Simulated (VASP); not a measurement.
Sb2S3 (Stibnite):

```xyz
20
Lattice="11.3110 0.0000 0.0000 0.0000 3.8389 0.0000 0.0000 0.0000 11.2230" Properties=species:S:1:pos:R:3 pbc="T T T"
Sb    5.3231    0.9597    3.6581
Sb    0.3324    2.8792    9.2696
Sb   10.9786    0.9597    1.9534
Sb    5.9879    2.8792    7.5649
Sb    3.9655    2.8792    0.4043
Sb    1.6900    0.9597    6.0158
Sb    9.6210    2.8792    5.2072
Sb    7.3455    0.9597   10.8187
S     3.3044    0.9597    2.1527
S     2.3511    2.8792    7.7642
S     8.9599    0.9597    3.4588
S     8.0066    2.8792    9.0703
S     6.2188    2.8792    1.3804
S    10.7477    0.9597    6.9919
S     0.5633    2.8792    4.2311
S     5.0922    0.9597    9.8426
S     4.2428    2.8792    4.9258
S     1.4127    0.9597   10.5373
S     9.8983    2.8792    0.6857
S     7.0682    0.9597    6.2972
```

| Quantity | Value |
| --- | --- |
| Program | VASP 6.6.1 |
| Task | relaxation of cell and atoms |
| Functional | PBE |
| Potentials or basis | VASP PAW PBE potentials, release 64 (Sb, S) |
| Cutoff | 600 eV |
| k mesh | 4 × 8 × 4 |
| Occupations | gaussian, width 0.03 eV |
| Spin | no spin polarisation |

At the start: pressure 2.5 GPa; volume 24.37 Å³/atom.

Question: How do energy, volume and symmetry change on relaxing?

Answer: Over 29 steps the energy falls by 11.8 meV/atom and the volume is 26.41 Å³/atom (+8.4 %); space group Pnma (No. 62, to 0.05 Å).

The path:
| step | energy change (eV) | largest force (eV/Å) | pressure (GPa) | volume (Å³) |
| --- | --- | --- | --- | --- |
| 1 | 0.0000 | 0.3377 | 2.47 | 487.32 |
| 2 | -0.0436 | 0.4234 | -1.69 | 514.27 |
| 3 | -0.1305 | 0.1512 | 0.06 | 501.81 |
| 4 | -0.1447 | 0.1354 | 0.06 | 503.37 |
| 5 | -0.1734 | 0.1184 | 0.08 | 508.02 |
| 6 | -0.1724 | 0.2458 | 0.18 | 517.27 |
| 7 | -0.1825 | 0.1608 | 0.13 | 512.57 |
| 8 | -0.1963 | 0.1255 | 0.00 | 515.56 |
| 9 | -0.2130 | 0.0751 | -0.23 | 521.93 |
| 10 | -0.2151 | 0.0787 | -0.33 | 525.00 |
| 11 | -0.2213 | 0.1512 | 0.29 | 523.41 |
| 12 | -0.2222 | 0.1217 | 0.12 | 523.83 |
| 13 | -0.2279 | 0.0831 | 0.06 | 525.05 |
| 14 | -0.2289 | 0.0611 | 0.03 | 525.71 |
| 15 | -0.2316 | 0.0611 | -0.04 | 526.78 |
| 16 | -0.2321 | 0.0813 | -0.08 | 527.48 |
| 17 | -0.2338 | 0.0383 | 0.04 | 527.10 |
| 18 | -0.2339 | 0.0361 | 0.07 | 527.00 |
| 19 | -0.2347 | 0.0364 | -0.03 | 527.91 |
| 20 | -0.2347 | 0.0323 | -0.02 | 527.83 |
| 21 | -0.2352 | 0.0201 | -0.01 | 527.82 |
| 22 | -0.2355 | 0.0217 | 0.00 | 527.81 |
| 23 | -0.2353 | 0.0479 | 0.02 | 527.80 |
| 24 | -0.2356 | 0.0268 | 0.00 | 527.81 |
| 25 | -0.2361 | 0.0190 | 0.01 | 527.90 |
| 26 | -0.2364 | 0.0205 | 0.01 | 528.02 |
| 27 | -0.2366 | 0.0195 | -0.01 | 528.44 |
| 28 | -0.2366 | 0.0136 | -0.01 | 528.35 |
| 29 | -0.2367 | 0.0099 | 0.03 | 528.29 |

Final structure:
```yaml
crystal:
  lattice:
    - [12.14758, 0.00000, 0.00000]
    - [0.00000, 3.86868, 0.00000]
    - [0.00000, 0.00000, 11.24137]
  atoms:
    - { symbol: Sb, position: [0.46555, 0.25000, 0.32814] }
    - { symbol: Sb, position: [0.03445, 0.75000, 0.82814] }
    - { symbol: Sb, position: [0.96555, 0.25000, 0.17186] }
    - { symbol: Sb, position: [0.53445, 0.75000, 0.67186] }
    - { symbol: Sb, position: [0.35940, 0.75000, 0.03339] }
    - { symbol: Sb, position: [0.14060, 0.25000, 0.53339] }
    - { symbol: Sb, position: [0.85940, 0.75000, 0.46661] }
    - { symbol: Sb, position: [0.64060, 0.25000, 0.96661] }
    - { symbol: S, position: [0.30099, 0.25000, 0.18765] }
    - { symbol: S, position: [0.19901, 0.75000, 0.68765] }
    - { symbol: S, position: [0.80099, 0.25000, 0.31235] }
    - { symbol: S, position: [0.69901, 0.75000, 0.81235] }
    - { symbol: S, position: [0.54527, 0.75000, 0.12487] }
    - { symbol: S, position: [0.95473, 0.25000, 0.62487] }
    - { symbol: S, position: [0.04527, 0.75000, 0.37513] }
    - { symbol: S, position: [0.45473, 0.25000, 0.87513] }
    - { symbol: S, position: [0.37572, 0.75000, 0.44272] }
    - { symbol: S, position: [0.12428, 0.25000, 0.94272] }
    - { symbol: S, position: [0.87572, 0.75000, 0.05728] }
    - { symbol: S, position: [0.62428, 0.25000, 0.55728] }
```
